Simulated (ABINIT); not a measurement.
# AlAu2 (I4/mmm) in ABINIT: optical spectrum with PBEsol

Aim: the optical spectrum of AlAu2 with PBEsol.

All numbers are computed with ABINIT 10.8.3 (patched build); they aren't measurements. Logs are shortened: lines on timing, memory, paths and dates and some standing lists are left out, and cuts for length are marked. The log counts tension as positive stress, the text compression.

### Step 1. Starting point

It takes space group I4/mmm (No. 139, tetragonal). The conventional cell has a = 3.343 Å, b = 3.343 Å, c = 8.798 Å, α = 90.00°, β = 90.00°, γ = 90.00°. Around Au (site symmetry 4mm) lie 5 Al at 2.73 to 3.02 Å and 5 Au at 2.75 to 2.88 Å. Al (site symmetry 4/mmm) has 10 Au at 2.73 to 3.02 Å as nearest neighbours.

The cell comes from a database or a generator and needn't be the stable form of this composition.

### Step 2. Optical spectrum, PBEsol

Input file run.abi:

```
# Datasets
ndtset 3

# Pseudopotentials
pp_dirpath "./"
pseudos "Au.upf, Al.upf"

# Structure
acell 3*1.0
rprim
    -3.1587045711     3.1587045711     8.3130474052
     3.1587045711    -3.1587045711     8.3130474052
     3.1587045711     3.1587045711    -8.3130474052
ntypat 2
znucl 79 13
natom 3
typat 1 1 2
xred
   0.3437272000   0.3437272000            0.0
   0.6562728000   0.6562728000            0.0
            0.0            0.0            0.0

# Plane-wave basis
ecut 32.0

# k points
ngkpt 16 16 16
nshiftk 1
shiftk 0.0 0.0 0.0
istwfk *1

# Exchange and correlation
ixc -116133

# Bands and occupations
occopt 7
tsmear 0.00499791

# SCF cycle
nstep 80

# Output
iomode 3
prteig 0
prtebands 0

# Dataset 1: ground state
nband1 25
tolvrs1 1.0e-12
prtden1 1
prtwf1 0
kptopt1 1

# Dataset 2: empty bands at fixed density
iscf2 -3
getden2 1
nband2 32
nbdbuf2 4
tolwfr2 1.0e-12
nstep2 120
prtden2 0
kptopt2 1

# Dataset 3: wave functions and velocity matrix elements in the full zone
optdriver3 8
wfk_task3 "wfk_optics_fullbz"
getwfk3 2
nband3 28
kptopt3 1
prtevk3 1
inclvkb3 2
```

Input file optic.abi:

```
&FILES
 ddkfile_1 = 'runo_DS3_1_EVK.nc',
 ddkfile_2 = 'runo_DS3_2_EVK.nc',
 ddkfile_3 = 'runo_DS3_3_EVK.nc',
 wfkfile = 'runo_DS3_WFK.nc'
/
&PARAMETERS
 broadening = 0.005512,
 domega = 0.002,
 maxomega = 0.8,
 scissor = 0.000000,
 tolerance = 0.002
/
&COMPUTATIONS
 num_lin_comp = 2,
 lin_comp = 11,33,
 num_nonlin_comp = 0
/
```

Potentials or basis: PseudoDojo NC SR PBEsol v0.4.1 standard.

Launch:

```
$ mpirun --bind-to none -np 4 abinit run.abi > log 2>&1
$ optic optic.abi > optic.log 2>&1
```

run.abo:

```text
.Version 10.8.3 of ABINIT
 DATASET    1 : space group I4/m m m (#139); Bravais tI (body-center tetrag.)
================================================================================
 Values of the parameters that define the memory need for DATASET  1.
     intxc =       0    ionmov =       0      iscf =       7    lmnmax =       7
     lnmax =       7     mgfft =      50  mpssoang =       4    mqgrid =    3001
     natom =       3  nloc_mem =       1    nspden =       1   nspinor =       1
    nsppol =       1      nsym =      16    n1xccc =    2501    ntypat =       2
    occopt =       7   xclevel =       2
       mpw =        2904          nfft =      125000          nkpt =         349
================================================================================
================================================================================
[... 13 lines left out ...]
 DATASET    3 : space group I4/m m m (#139); Bravais tI (body-center tetrag.)
================================================================================
 Values of the parameters that define the memory need for DATASET  3.
     intxc =       0    ionmov =       0      iscf =       7    lmnmax =       7
     lnmax =       7     mgfft =      50  mpssoang =       4    mqgrid =    3001
     natom =       3  nloc_mem =       1    nspden =       1   nspinor =       1
    nsppol =       1      nsym =      16    n1xccc =    2501    ntypat =       2
    occopt =       7   xclevel =       2
       mpw =        2904          nfft =      125000          nkpt =         349
================================================================================
================================================================================

--------------------------------------------------------------------------------
------------- Echo of variables that govern the present computation ------------
--------------------------------------------------------------------------------
 -outvars: echo values of preprocessed input variables --------
            acell      1.0000000000E+00  1.0000000000E+00  1.0000000000E+00 Bohr
              amu      1.96966540E+02  2.69815390E+01
             ecut      3.20000000E+01 Hartree
           getden1          0
           getden2          1
           getden3          0
           getwfk1          0
           getwfk2          0
           getwfk3          2
             iscf1          7
             iscf2         -3
             iscf3          7
                       outvar_i_n : Printing only first  50 k-points.
              ixc     -116133
           jdtset        1    2    3
                       outvar_i_n : Printing only first  50 k-points.
         kptrlatt       16    0    0      0   16    0      0    0   16
          kptrlen      1.01078546E+02
            natom           3
            nband1         25
            nband2         32
            nband3         28
           nbdbuf1          0
           nbdbuf2          4
           nbdbuf3          0
           ndtset           3
            ngfft          50      50      50
             nkpt         349
            nstep1         80
            nstep2        120
            nstep3         80
             nsym          16
           ntypat           2
                       prtocc : prtvol=0, do not print more k-points.
                       prtocc : prtvol=0, do not print more k-points.
                       prtocc : prtvol=0, do not print more k-points.
           occopt           7
        optdriver1          0
        optdriver2          0
        optdriver3          8
           prtden1          1
           prtden2          0
           prtden3          1
        prtebands           0
           prteig           0
           prtevk1          0
           prtevk2          0
           prtevk3          1
            prtwf1          0
            prtwf2          1
            prtwf3          1
            rprim     -3.1587045711E+00  3.1587045711E+00  8.3130474052E+00
                       3.1587045711E+00 -3.1587045711E+00  8.3130474052E+00
                       3.1587045711E+00  3.1587045711E+00 -8.3130474052E+00
          spgroup         139
           tolvrs1     1.00000000E-12
           tolvrs2     0.00000000E+00
           tolvrs3     0.00000000E+00
           tolwfr1     0.00000000E+00
           tolwfr2     1.00000000E-12
           tolwfr3     0.00000000E+00
           tsmear      4.99791000E-03 Hartree
            typat      1  1  2
         wfk_task1          0
         wfk_task2          0
         wfk_task3          7
[... 232 lines left out ...]
  2.5487E-01  2.5599E-01  2.6345E-01  2.6345E-01  2.6644E-01  2.6644E-01
  3.1374E-01  3.9768E-01  4.8104E-01  6.5498E-01  6.5498E-01  6.8743E-01
  6.8743E-01  7.0112E-01  7.0686E-01  7.6471E-01  9.5788E-01  1.0053E+00
  1.0246E+00  1.0246E+00
 prteigrs : prtvol=0 or 1, do not print more k-points.

--- !ResultsGS
iteration_state: {dtset: 2, }
comment   : Summary of ground state results
lattice_vectors:
- [ -3.1587046,   3.1587046,   8.3130474, ]
- [  3.1587046,  -3.1587046,   8.3130474, ]
- [  3.1587046,   3.1587046,  -8.3130474, ]
lattice_lengths: [   9.43724,    9.43724,    9.43724, ]
lattice_angles: [140.891, 140.891,  56.503, ] # degrees, (23, 13, 12)
lattice_volume:   3.3177088E+02
convergence: {deltae:  0.000E+00, res2:  0.000E+00, residm:  9.996E-13, diffor:  0.000E+00, }
etotal    :  -2.97202586E+02
entropy   :   0.00000000E+00
fermie    :   4.41859850E-01
cartesian_stress_tensor: null
pressure_GPa: null
xred      :
- [  3.4373E-01,   3.4373E-01,  -6.5607E-18, Au]
- [  6.5627E-01,   6.5627E-01,  -1.2526E-17, Au]
- [  0.0000E+00,   0.0000E+00,   0.0000E+00, Al]
cartesian_forces: null
force_length_stats: {min: null, max: null, mean: null, }
...

 Integrated electronic density in atomic spheres:
 ------------------------------------------------
 Atom  Sphere_radius  Integrated_density
    1        2.00000         15.57336277
    2        2.00000         15.57336277
    3        2.00000          0.80792290
================================================================================

 ----iterations are completed or convergence reached----

 Mean square residual over all n,k,spin=   48.731E-14; max=  99.955E-14
 reduced coordinates (array xred) for    3 atoms
       0.343727200000      0.343727200000     -0.000000000000
       0.656272800000      0.656272800000     -0.000000000000
       0.000000000000      0.000000000000      0.000000000000

 cartesian coordinates (angstrom) at end:
    1     -0.00000000000000     0.00000000000000     3.02416362760929
    2     -0.00000000000000     0.00000000000000     5.77398684639826
    3      0.00000000000000     0.00000000000000     0.00000000000000
 length scales=  1.000000000000  1.000000000000  1.000000000000 bohr
              =  0.529177210544  0.529177210544  0.529177210544 angstroms
 Eigenvalues (hartree) for nkpt= 349  k points:
 kpt#   1, nband= 32, wtk=  0.00024, kpt=  0.0000  0.0000  0.0000 (reduced coord)
  -3.46951   -3.46907   -1.68298   -1.67993   -1.67993   -1.67790   -1.67790   -1.67699
   0.03800    0.19385    0.20974    0.24267    0.25487    0.25599    0.26345    0.26345
   0.26644    0.26644    0.31374    0.39768    0.48104    0.65498    0.65498    0.68743
   0.68743    0.70112    0.70686    0.76471    0.95788    1.00531    1.02458    1.02458
      occupation numbers for kpt#   1
   2.00000    2.00000    2.00000    2.00000    2.00000    2.00000    2.00000    2.00000
   2.00000    2.00000    2.00000    2.00000    2.00000    2.00000    2.00000    2.00000
   2.00000    2.00000    2.00000    2.00000    0.00000    0.00000    0.00000    0.00000
   0.00000    0.00000    0.00000    0.00000    0.00000    0.00000    0.00000    0.00000
 prteigrs : prtvol=0 or 1, do not print more k-points.

--- !EnergyTerms
iteration_state     : {dtset: 2, }
comment             : Components of total free energy in Hartree
kinetic             :  8.56990275549181E+01
hartree             :  6.88418457422851E+01
xc                  : -5.13508586458475E+01
Ewald energy        : -1.95874473366282E+02
psp_core            :  8.04793460999756E+00
local_psp           : -2.17770120900444E+02
non_local_psp       :  5.20427461297603E+00
internal            : -2.97202370392397E+02
'-kT*entropy'       : -2.15700647884554E-04
total_energy        : -2.97202586093045E+02
...

--- !EnergyTermsDC
iteration_state     : {dtset: 2, }
comment             : '"Double-counting" decomposition of free energy'
band_energy         : -2.75506870017143E+01
Ewald energy        : -1.95874473366282E+02
psp_core            :  8.04793460999756E+00
xc_dc               : -8.18251444164438E+01
internal            : -2.97202370174443E+02
'-kT*entropy'       : -2.15700647884554E-04
total_energy_dc     : -2.97202585875091E+02
...

================================================================================
== DATASET  3 ==================================================================

--- !DatasetInfo
iteration_state: {dtset: 3, }
dimensions: {natom: 3, nkpt: 349, mband: 28, nsppol: 1, nspinor: 1, nspden: 1, mpw: 2904, }
cutoff_energies: {ecut:  32.0, pawecutdg:  -1.0, }
electrons: {nelect:   4.10000000E+01, charge:   0.00000000E+00, occopt:   7.00000000E+00, tsmear:   4.99791000E-03, }
meta: {optdriver: 8, wfk_task: 7, }
...

 mkfilename : getwfk/=0, take file _WFK from output of DATASET   2.

--------------------------------------------------------------------------------

 Computation of velocity matrix elements (DDK)

 Parameters extracted from the Abinit header:
    ecut:     32.0
    nkpt:    4096
    mband:   32
    nsppol:  1
    nspinor: 1
    useylm:  0
    inclvkb: 2
    bmin: 1, bmax: 32
    Computing diagonal and off-diagonal matrix elements
    Between band index bmin: 1, bmax: 32

== END DATASET(S) ==============================================================
================================================================================

 -outvars: echo values of variables after computation  --------
            acell      1.0000000000E+00  1.0000000000E+00  1.0000000000E+00 Bohr
           etotal1    -2.9720258588E+02
           etotal2    -2.9720258588E+02
           etotal3     0.0000000000E+00
            fcart1    -1.3523261385E-19  8.1607820643E-20 -9.2198599389E-04
                       6.2952469022E-20 -1.5388796547E-19  9.2198599389E-04
                       7.2280144832E-20  7.2280144832E-20  3.6140072416E-20
            fcart3     0.0000000000E+00  0.0000000000E+00  0.0000000000E+00
                       0.0000000000E+00  0.0000000000E+00  0.0000000000E+00
                       0.0000000000E+00  0.0000000000E+00  0.0000000000E+00
            rprim     -3.1587045711E+00  3.1587045711E+00  8.3130474052E+00
                       3.1587045711E+00 -3.1587045711E+00  8.3130474052E+00
                       3.1587045711E+00  3.1587045711E+00 -8.3130474052E+00
           strten1     1.2604884346E-04  1.2604884346E-04  1.2587540300E-04
                       0.0000000000E+00  0.0000000000E+00  0.0000000000E+00
           strten3     0.0000000000E+00  0.0000000000E+00  0.0000000000E+00
                       0.0000000000E+00  0.0000000000E+00  0.0000000000E+00
           xangst     -1.6081909634E-16  1.3888658356E-16  3.0241636276E+00
                      -8.1373493928E-17  3.9498100960E-17  5.7739868464E+00
                       0.0000000000E+00  0.0000000000E+00  0.0000000000E+00
             xred      3.4372720000E-01  3.4372720000E-01 -6.5606709137E-18
                       6.5627280000E-01  6.5627280000E-01 -1.2526183178E-17
                       0.0000000000E+00  0.0000000000E+00  0.0000000000E+00
 Calculation completed.
```

It took 14 min on 4 MPI ranks of Arm Neoverse V1, shared host; peak memory 9.2 GiB.

Results:

- Free energy: -8087.2944 eV
- Pressure: -3.7 GPa
- Largest force: 0.047 eV/Å
- Band gap on the k mesh: none (metal or under the smearing width)

Forces on the atoms (eV/Å):
```
Au   0.000  0.000 -0.047
Au   0.000  0.000  0.047
Al   0.000  0.000  0.000
```

Dielectric function (mean over the directions given):
| energy (eV) | real part | imaginary part |
| --- | --- | --- |
| 0.33 | 30.76 | 9.58 |
| 0.98 | 25.82 | 14.22 |
| 1.63 | 11.28 | 18.69 |
| 2.29 | 5.65 | 17.51 |
| 2.94 | -0.79 | 11.65 |
| 3.70 | -1.57 | 9.59 |
| 4.35 | -0.83 | 6.03 |
| 5.01 | 0.17 | 4.61 |
| 5.66 | 1.29 | 4.42 |
| 6.31 | 1.43 | 4.92 |
| 7.08 | 0.55 | 4.90 |
| 7.73 | 0.28 | 4.74 |
| 8.38 | -0.39 | 4.07 |
| 9.03 | -0.42 | 3.55 |
| 9.69 | -0.40 | 3.12 |
| 10.45 | -0.34 | 2.67 |
| 11.10 | -0.04 | 2.50 |
| 11.76 | -0.15 | 2.54 |
| 12.41 | -0.26 | 2.35 |
| 13.06 | -0.26 | 2.19 |
| 13.82 | -0.24 | 2.06 |
| 14.48 | -0.36 | 1.86 |
| 15.13 | -0.28 | 1.72 |
| 15.78 | -0.34 | 1.62 |
| 16.44 | -0.36 | 1.55 |
| 17.20 | -0.40 | 1.36 |
| 17.85 | -0.33 | 1.26 |
| 18.50 | -0.41 | 1.21 |
| 19.16 | -0.47 | 1.05 |
| 19.92 | -0.51 | 0.85 |

Caveat: the cutoff is short for stress, so the pressure is rough; the intraband (Drude) term is left out; spectra need much finer meshes, so this one isn't converged; independent-particle spectra lack excitons. Spin-orbit coupling is left out, which matters for the levels of Au.
